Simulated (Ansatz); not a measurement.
The system is Bi.

```
CELL_PARAMETERS angstrom
-1.98143 1.98143 1.98143
1.98143 -1.98143 1.98143
1.98143 1.98143 -1.98143
ATOMIC_POSITIONS crystal
Bi 0.00000 0.00000 0.00000
```

This isn't the form of Bi at room conditions, which is rhombohedral.

Program: Ansatz 0.2.0. Alike in all runs: cell as given. Hardware: 1 thread of Intel(R) Xeon(R) 6975P-C (Granite Rapids), on a shared host.

Problem. Order these runs on this cell by their wall time, lowest first.
A. task atomic charges; level PBE; potentials or basis all-electron LAPW, relativistic spinors; spin non-collinear, ferromagnetic start, SOC; k mesh 7 × 7 × 7; cutoff (eV) 159; smearing cold 0.025 eV; basis error allowed 0.001 eV/atom; mesh quality coarse
B. task density of states; level revPBE; potentials or basis all-electron LAPW, scalar-relativistic; spin collinear, random start; fixed moment (μB) 1.0; k mesh 9 × 9 × 9; cutoff (eV) 159; smearing cold 0.01 eV; basis error allowed 0.001 eV/atom; mesh quality not flagged
C. task single point; level PBE; potentials or basis all-electron LAPW, scalar-relativistic; spin off; k mesh 5 × 5 × 5; cutoff (eV) 146; smearing fermi-dirac 0.02 eV; basis error allowed 0.002 eV/atom; mesh quality coarse

Solution. C (1.2 s), B (7.3 s), A (52 s).

Caveats: some runs use coarse meshes; spin-orbit coupling is left out, which moves the levels of the heavy elements (some runs); the total moment is fixed, so each spin has its own Fermi level (some runs); the k mesh is thin for a metal, which can move the energy by tens of meV per atom (some runs); the starting moments weren't kept (some runs).
